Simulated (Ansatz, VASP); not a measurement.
# TaSi53N72 (Ta_Si): VASP beside Ansatz, part 2 of 2

Aim: how closely do two programs agree when they are given the same cell, functional and k mesh? The structure shown is the start of the Ansatz relaxation below; VASP solves that cell, so the two are compared at the walk's first step.

VASP 6.6.1 and Ansatz 0.2.0.

So far. Step 3 (VASP: single point, PBEsol, start cell, pair 1): The run ends at a pressure of 3.04 GPa, with forces up to 13 eV/Å.

**5. Ansatz: relaxation, PBEsol**

Level of this step: Ansatz beside VASP: Kohn-Sham DFT, plane waves, PBEsol (Ansatz).

The two programs are compared at the cell with which this relaxation starts, whose forces are those of its first step.

The structure compared here is the start of the Ansatz relaxation; VASP solves that cell, so the two are compared at the walk's first step.

input.yaml

```yaml
crystal:
  lattice:
    - [11.43668588, 6.60297367, 0.0]
    - [-11.43668588, 6.60297367, 0.0]
    - [0.0, 0.0, 2.91025578]
  atoms:
    - { symbol: Si, position: [0.01950046, 0.80655545, 0.75] }
    - { symbol: Si, position: [0.3528338, 0.47322211, 0.75] }
    - { symbol: Si, position: [0.68616713, 0.13988878, 0.75] }
    - { symbol: Si, position: [0.21294502, 0.01950046, 0.25] }
    - { symbol: Si, position: [0.54627835, 0.68616713, 0.25] }
    - { symbol: Si, position: [0.87961168, 0.3528338, 0.25] }
    - { symbol: Si, position: [0.13988878, 0.45372165, 0.25] }
    - { symbol: Si, position: [0.47322211, 0.12038832, 0.25] }
    - { symbol: Si, position: [0.80655545, 0.78705498, 0.25] }
    - { symbol: Si, position: [0.19344455, 0.21294502, 0.75] }
    - { symbol: Si, position: [0.52677789, 0.87961168, 0.75] }
    - { symbol: Si, position: [0.86011122, 0.54627835, 0.75] }
    - { symbol: Si, position: [0.12038832, 0.6471662, 0.75] }
    - { symbol: Si, position: [0.45372165, 0.31383287, 0.75] }
    - { symbol: Si, position: [0.78705498, 0.98049954, 0.75] }
    - { symbol: Si, position: [0.31383287, 0.86011122, 0.25] }
    - { symbol: Si, position: [0.6471662, 0.52677789, 0.25] }
    - { symbol: Si, position: [0.98049954, 0.19344455, 0.25] }
    - { symbol: "N", position: [0.0, 0.66666667, 0.75] }
    - { symbol: "N", position: [0.33333333, 0.33333333, 0.75] }
    - { symbol: "N", position: [0.66666667, 0.0, 0.75] }
    - { symbol: "N", position: [0.0, 0.33333333, 0.25] }
    - { symbol: "N", position: [0.33333333, 0.0, 0.25] }
    - { symbol: "N", position: [0.66666667, 0.66666667, 0.25] }
    - { symbol: "N", position: [0.21345843, 0.45653274, 0.75] }
    - { symbol: "N", position: [0.54679176, 0.12319941, 0.75] }
    - { symbol: "N", position: [0.8801251, 0.78986608, 0.75] }
    - { symbol: "N", position: [0.09025902, 0.8801251, 0.25] }
    - { symbol: "N", position: [0.42359235, 0.54679176, 0.25] }
    - { symbol: "N", position: [0.75692569, 0.21345843, 0.25] }
    - { symbol: "N", position: [0.12319941, 0.57640765, 0.25] }
    - { symbol: "N", position: [0.45653274, 0.24307431, 0.25] }
    - { symbol: "N", position: [0.78986608, 0.90974098, 0.25] }
    - { symbol: "N", position: [0.21013392, 0.09025902, 0.75] }
    - { symbol: "N", position: [0.54346726, 0.75692569, 0.75] }
    - { symbol: "N", position: [0.87680059, 0.42359235, 0.75] }
    - { symbol: "N", position: [0.1198749, 0.21013392, 0.25] }
    - { symbol: "N", position: [0.45320824, 0.87680059, 0.25] }
    - { symbol: "N", position: [0.78654157, 0.54346726, 0.25] }
    - { symbol: "N", position: [0.24307431, 0.78654157, 0.75] }
    - { symbol: "N", position: [0.57640765, 0.45320824, 0.75] }
    - { symbol: "N", position: [0.90974098, 0.1198749, 0.75] }
  supercell: [1, 1, 3]
  defects: [{ substitution: { at: 43, symbol: Ta } }]
total_charge: -1
basis:
  ecutwfc: 420
  xc_grid: 2
hamiltonian:
  xc: pbesol
  pseudopotentials: { kind: paw, azcp: { folder: soft_1 }, xc_functional: pbe }
kpoints:
  mp_grid: { grid: [1, 1, 1], shift: [0.25, 0.25, 0.25] }
scf:
  occupations: { method: fixed }
  max_iter: 60
output:
  forces: true
  charged_corrections: { epsilon: [4.29, 4.29, 4.37], static_epsilon: [8.29, 8.29, 8.25] }
relax:
  f_tol: 0.02
  max_steps: 80
  random_displacement: { amplitude: 0.05, seed: 4676 }
checkpoint:
  write: "../qm1.relax.run"
  compress: false
  write_wavefunctions: true
  write_every: 100000
```

On the command line:

```sh
ansatz run input.yaml --threads 4 --pin off --max-ram 15073MiB --backend cpu --events-out ev --progress --plain --runs-dir out
```

Numbers of over 12 decimals in the logs are rounded to 6 here.

The log of the run:

```text
[...]
Crystal: 126 atoms, lattice volume = 1318.628 Å³
Basis set: ecut = 420 eV, 25805 PW (Γ), exchange–correlation on 180×180×120 points (8 copies of the dense FFT grid, shifted against one another)
Bands: 419, of which v1, the nominal top of the filled ones, is band 293 counted from 1 (292 counted from 0)
Symmetry: 1 space group operations
k-points: 1
[...]
SCF iter   1: F=—  HF=-70227.424217 eV  |F-HF|=—  |Δ(HF+E_count)|=         —  Δρ=1.47e-1  dr2=3.24e2  ethr=3.10e-3  ⟨swp⟩=6.0  Hψ=1656  notcnv=0  defer=124
[...]
- { symbol: Si, position: [0.473446, 0.118399, 0.415398] }
    - { symbol: Si, position: [0.808467, 0.789532, 0.416499] }
[...]
- { symbol: Si, position: [0.786749, 0.980803, 0.916493] }
    - { symbol: Si, position: [0.314067, 0.859838, 0.750364] }
    - { symbol: Si, position: [0.646081, 0.529663, 0.750313] }
    - { symbol: Si, position: [0.980255, 0.194228, 0.750060] }
[...]
- { symbol: N, position: [0.783443, 0.540571, 0.748571] }
    - { symbol: N, position: [0.242877, 0.785991, 0.916894] }
    - { symbol: N, position: [0.576099, 0.453832, 0.916500] }
    - { symbol: N, position: [0.908919, 0.120865, 0.916368] }
```

**6. VASP: single point, PBEsol, start cell, pair 2**

The same cell, functional and mesh now go to VASP, with its own data sets.

INCAR

```
SYSTEM = TaSi53N72
PREC = Accurate
ENCUT = 520
EDIFF = 1E-06
NELM = 120
ISMEAR = 0
SIGMA = 0.01
LREAL = Auto
ALGO = Normal
GGA = PS
NELECT = 584
NBANDS = 384
LASPH = .TRUE.
LORBIT = 11
LWAVE = .FALSE.
LCHARG = .FALSE.
ISIF = 2
ISYM = 0
GGA_COMPAT = .FALSE.
EFERMI = MIDGAP
NCORE = 4
```

POSCAR

```
TaSi53N72
1.0
   11.4366858822      6.6029736727      0.0000000000
  -11.4366858822      6.6029736727      0.0000000000
    0.0000000000      0.0000000000      8.7307673276
Si N Ta
53 72 1
Direct
    0.0232910658      0.8078211379      0.2526897027
    0.3550322788      0.4764229521      0.2537945311
[... 7 atom lines left out ...]
    0.1907459894      0.2140811586      0.2475163888
[... 3 atom lines left out ...]
    0.4498473817      0.3134612804      0.2511972794
[... 7 atom lines left out ...]
    0.5465505325      0.6833527509      0.4202378625
[... 1 atom line left out ...]
    0.1437815907      0.4559665223      0.4140994559
[... 2 atom lines left out ...]
    0.1919211616      0.2118647888      0.5779871128
    0.5296660497      0.8837709050      0.5846049733
[... 1 atom line left out ...]
    0.1207676103      0.6511005286      0.5826493605
    0.4513543313      0.3150697453      0.5802067344
[... 2 atom lines left out ...]
    0.6477016600      0.5244016049      0.4207054045
    0.9847419004      0.1948499602      0.4158052624
[... 1 atom line left out ...]
    0.3544856905      0.4767865926      0.9199767556
[... 2 atom lines left out ...]
    0.5456462914      0.6829474305      0.7464192728
[... 1 atom line left out ...]
    0.1386440148      0.4562646120      0.7526861905
[... 2 atom lines left out ...]
    0.1959077790      0.2172089674      0.9155052128
[... 3 atom lines left out ...]
    0.4559162665      0.3163521466      0.9211284299
[... 2 atom lines left out ...]
    0.6482954473      0.5309973057      0.7502203133
    0.9836917772      0.1944033336      0.7462076076
[... 1 atom line left out ...]
    0.3374540076      0.3363655804      0.2512244248
[... 4 atom lines left out ...]
    0.2145095720      0.4541043312      0.2466929789
[... 3 atom lines left out ...]
    0.4222634829      0.5488554883      0.0797642377
[... 5 atom lines left out ...]
    0.5435714197      0.7531938597      0.2501428475
[... 5 atom lines left out ...]
    0.5730880897      0.4506532328      0.2534719936
[... 2 atom lines left out ...]
    0.3295516719      0.3322069866      0.5807025671
[... 1 atom line left out ...]
    0.0027957927      0.3327062265      0.4135038611
[... 1 atom line left out ...]
    0.6675046707      0.6676866290      0.4222134048
    0.2132109555      0.4591427778      0.5793844699
[... 3 atom lines left out ...]
    0.4243109411      0.5480355074      0.4111784068
[... 1 atom line left out ...]
    0.1241790107      0.5792672289      0.4209447878
    0.4601707947      0.2457098026      0.4137407246
[... 1 atom line left out ...]
    0.2111658967      0.0871489381      0.5823915366
    0.5459806409      0.7554357248      0.5811659857
[... 1 atom line left out ...]
    0.1222266392      0.2137297207      0.4135187509
[... 3 atom lines left out ...]
    0.5729380320      0.4536600336      0.5844293873
[... 2 atom lines left out ...]
    0.3301294288      0.3293405639      0.9181178125
[... 1 atom line left out ...]
    0.9966140499      0.3309803200      0.7465174315
[... 1 atom line left out ...]
    0.6634659634      0.6676065860      0.7506739962
    0.2130515424      0.4567651522      0.9110028594
[... 3 atom lines left out ...]
    0.4229378208      0.5490259214      0.7458706384
[... 1 atom line left out ...]
    0.1271266063      0.5793681082      0.7479852291
    0.4557951211      0.2441742001      0.7448107086
[... 2 atom lines left out ...]
    0.5448340424      0.7612003941      0.9163783319
[... 1 atom line left out ...]
    0.1185254931      0.2090497945      0.7554119532
[... 3 atom lines left out ...]
    0.5792111779      0.4525907553      0.9198261388
[... 1 atom line left out ...]
    0.3505946116      0.4742807052      0.5796811220
```

KPOINTS

```
Points of the shifted mesh
1
Reciprocal
 0.2500000000  0.2500000000  0.2500000000 1
```

The projector-augmented-wave data sets are Si, N and Ta_pv (PBE family, release 64).

On the command line:

```sh
mpirun -np 16 vasp_std
```

The log of the run:

```text
[banner, memory and clock lines left out]
running   16 mpi-ranks, on    1 nodes
[...]
[... a notice as in an earlier step ...]

 LDA part: xc-table for (Slater+PW92), standard interpolation
 POSCAR, INCAR and KPOINTS ok, starting setup
[...]
entering main loop
       N       E                     dE             d eps       ncg     rms          rms(c)
DAV:   1     0.286686849314E+04    0.28669E+04   -0.29040E+05   784   0.142E+03
DAV:   2    -0.930442400315E+03   -0.37973E+04   -0.36530E+04   936   0.306E+02
DAV:   3    -0.120800286471E+04   -0.27756E+03   -0.27496E+03   928   0.848E+01
DAV:   4    -0.121472487708E+04   -0.67220E+01   -0.66796E+01   976   0.133E+01
DAV:   5    -0.121488729006E+04   -0.16241E+00   -0.16177E+00   936   0.200E+00BRMIX: very serious problems
 the old and the new charge density differ
 old charge density:   583.00000 new  584.00000
    0.101E+02
DAV:   6    -0.107075108804E+04    0.14414E+03   -0.53892E+02   888   0.320E+01    0.459E+01
DAV:   7    -0.106869733593E+04    0.20538E+01   -0.30530E+01   968   0.813E+00    0.209E+01
DAV:   8    -0.106775711748E+04    0.94022E+00   -0.30960E+00   960   0.324E+00    0.679E+00
DAV:   9    -0.106767670729E+04    0.80410E-01   -0.17971E+00   912   0.223E+00    0.239E+00
[...]
DAV:  17    -0.106762714837E+04   -0.60993E-05   -0.99504E-06   984   0.611E-03    0.108E-02
DAV:  18    -0.106762715584E+04   -0.74664E-05   -0.81017E-06   840   0.451E-03    0.488E-03
DAV:  19    -0.106762715679E+04   -0.95592E-06   -0.95875E-07   640   0.175E-03
   1 F= -.10676272E+04 E0= -.10676272E+04  d E =-.748982E-34
```

From OUTCAR (step 6):

```text
  FREE ENERGIE OF THE ION-ELECTRON SYSTEM (eV)
  ---------------------------------------------------
  free  energy   TOTEN  =     -1067.6271567933 eV

  energy  without entropy=    -1067.6271567933  energy(sigma->0) =    -1067.62715679
```

The run ends at a pressure of 6.65 GPa, with forces up to 11 eV/Å.

**7. Comparison**

Forces on 7 of the 126 atoms, those with the largest forces and the largest differences (eV/Å; atoms numbered as in POSCAR):

```
atom          Ansatz x, y, z            VASP x, y, z
Si11    2.662, -0.052, 2.414    2.673, -0.048, 2.420
Si44  -2.029, -1.286, -2.068  -2.048, -1.293, -2.083
 N79    7.538, -5.329, 0.048    7.749, -5.471, 0.047
 N80    0.283, 3.487, -0.352    0.286, 3.516, -0.356
 N84   -8.767, -6.155, 1.192   -9.016, -6.327, 1.205
 N88    0.010, 5.116, -6.843    0.008, 5.275, -7.042
N112     0.197, 4.166, 8.680     0.191, 4.318, 8.909
```

The forces differ by 30 meV/Å r.m.s., which is 2.0 % of the r.m.s. force of 1.499 eV/Å (both taken over all components). The cell carries a charge of -1 e against a uniform background, so its pressure also hangs on how the neutralising background is counted, and in a defect's cell a gap may be the spacing between its levels.

**8. Outcome**

| Quantity | Value |
| --- | --- |
| r.m.s. force difference (single point, PBEsol, start cell, pair 1) | 2.3 % of the r.m.s. force |
| r.m.s. force difference (single point, PBEsol, start cell, pair 2) | 2.0 % of the r.m.s. force |

**Reading.** The r.m.s. force difference is 2.3 % of the r.m.s. force (single point, PBEsol, start cell, pair 1), within the 3 % picked in this series as the mark of a large difference. The data sets hold unlike numbers of valence electrons (584 in Ansatz and 582 in VASP and 586 in Ansatz and 584 in VASP), so part of the differences comes from the potentials. 2 further runs of this series are not shown here. How closely two codes agree says nothing of how well the functional describes the real material.

[Lines on the potential files, build, host, timing and source positions are cut from VASP's logs without a mark.]

[Logs are printed without paths, hosts, clocks, repeated set-up lines and the standing remarks that a program may print on its own settings, such as how far it seeks lower states.]

[Hosts, paths, dates, database ids (printed as entryN), source tags and the programs' standing remarks are cut or masked in the printed files.]
